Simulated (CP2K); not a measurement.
Runs of CP2K 2026.2 on Nb. Symmetry: Im-3m, No. 229, cubic system. Conventional cell: a = 3.328 Å, b = 3.328 Å, c = 3.328 Å, α = 90.00°, β = 90.00°, γ = 90.00°. Nb (site symmetry m-3m) has 8 Nb at 2.88 Å as nearest neighbours. 

```tsv
task	level	potentials or basis	smearing	EPS_DEFAULT	NGRIDS	basis sets	potentials	CUTOFF of the grids	gap on the mesh (eV)	pressure (GPa)	V0 of scaled cells (Å³/atom)	B0 (GPa)
equation of state	PBEsol	POTENTIAL_UZH Nb GTH-PBE-q13; TZVP-MOLOPT-PBE-GTH basis	fermi-dirac 0.05 eV	1.0E-10	4	Nb TZVP-MOLOPT-PBE-GTH-q13	Nb GTH-PBE-q13 of POTENTIAL_UZH	450 Ry	-	-	17.74	178
band structure	r2SCAN	POTENTIAL_UZH Nb GTH-SCAN-q13; TZVP-MOLOPT-SCAN-GTH basis	fermi-dirac 0.05 eV	1.0E-10	5	Nb TZVP-MOLOPT-SCAN-GTH-q13	Nb GTH-SCAN-q13 of POTENTIAL_UZH	675 Ry	none	-2.6	-	-
band structure	TB-mBJ	POTENTIAL_UZH Nb GTH-PBE-q13; TZVP-MOLOPT-PBE-GTH basis	fermi-dirac 0.0259 eV	1.0E-9	4	Nb TZVP-MOLOPT-PBE-GTH-q13	Nb GTH-PBE-q13 of POTENTIAL_UZH	675 Ry	none	-	-	-
band structure	LDA	GTH_POTENTIALS Nb GTH-PADE-q13; TZVP-MOLOPT-PBE-GTH basis	fermi-dirac 0.1 eV	1.0E-9	4	Nb TZVP-MOLOPT-PBE-GTH-q13	Nb GTH-PADE-q13 of GTH_POTENTIALS	450 Ry	none	(a)	-	-
equation of state	PBE	POTENTIAL_UZH Nb GTH-PBE-q13; TZVP-MOLOPT-PBE-GTH basis	fermi-dirac 0.05 eV	1.0E-10	5	Nb TZVP-MOLOPT-PBE-GTH-q13	Nb GTH-PBE-q13 of POTENTIAL_UZH	450 Ry	-	-	18.31	(b)
```

Alike in all rows: no spin polarisation; cell as given; k mesh 11 × 11 × 11.

**Question.** Estimate the missing entries.

**Answer.** (a) -11.6; (b) 168.

Caveats: the basis of atomic orbitals isn't converged, which shifts pressures, moduli and gaps; the potentials were made for another functional, which shifts forces and pressure (some runs); this is a model potential without an energy functional, so only levels have meaning (some runs).

A k mesh can miss the band edges, and the runs leave out spin-orbit coupling on Nb.

A gap of «none» marks a metal or a gap under the smearing width.

Not every run made on this cell is shown here.
